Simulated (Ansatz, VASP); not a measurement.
GaN: VASP beside Ansatz

File INCAR:

```
SYSTEM = GaN
PREC = Accurate
ENCUT = 520
EDIFF = 1E-7
ISMEAR = 0
SIGMA = 0.05
LREAL = .FALSE.
LASPH = .TRUE.
NELM = 80
ALGO = Normal
ISIF = 2
LWAVE = .FALSE.
LCHARG = .TRUE.
GGA = PE
LELF = .TRUE.
LVHAR = .TRUE.
NBANDS = 16
```

Contents of KPOINTS:

```
Automatic mesh
0
G
  14 14 14
  0 0 0
```

File POSCAR:

```
GaN
1.0
    0.0000000000      2.1032064750      2.0711779500
    2.1032064750      0.0000000000      2.0711779500
    2.1032064750      2.1032064750      0.0000000000
Ga N
1 1
Direct
    0.0000000000      0.0000000000      0.0000000000
    0.5000000000      0.5000000000      0.5000000000
```

Input for Ansatz:

```yaml
crystal:
  lattice:
    - [0.0, 2.103206475, 2.07117795]
    - [2.103206475, 0.0, 2.07117795]
    - [2.103206475, 2.103206475, 0.0]
  atoms:
    - { symbol: Ga, position: [0.0, 0.0, 0.0] }
    - { symbol: "N", position: [0.5, 0.5, 0.5] }
basis:
  ecutwfc: 420
kpoints:
  mp_grid: { grid: [14, 14, 14] }
hamiltonian:
  xc: pbe
scf:
  occupations: { method: gaussian, width: 0.05 }
output:
  forces: true
  stress: true
  eigenvalues: true
```

Change from the starting cell: strain -0.015 along x and y, -0.030 along z, atoms carried along.

Alike in both runs: task single point; functional PBE; k mesh 14 × 14 × 14; occupations gaussian, width 0.05 eV; no spin polarisation.

|  | VASP | Ansatz |
| --- | --- | --- |
| version | VASP 6.6.1 | Ansatz 0.2.0 |
| potentials or method | VASP PAW PBE potentials, release 64 (Ga_d, N) | scalar-relativistic, plane waves, PAW |
| plane-wave cutoff (eV) | 520 | 420 |
| valence electrons in the cell | 18 | 18 |

```tsv
	VASP	Ansatz	Ansatz less VASP
gap on the k mesh at the Fermi level (eV)	0.67	0.68	+0.012
least direct gap on the mesh (eV)	3.08	3.08	-0.005
pressure (GPa)	15.2	14.3	-0.90
largest component of the traceless stress (GPa)	2.47	2.46	-0.008
```

Caveats: so large a pressure means that the cell lies far from this level's equilibrium, or that cutoff or potentials fall short (VASP). A k mesh can miss the band edges.
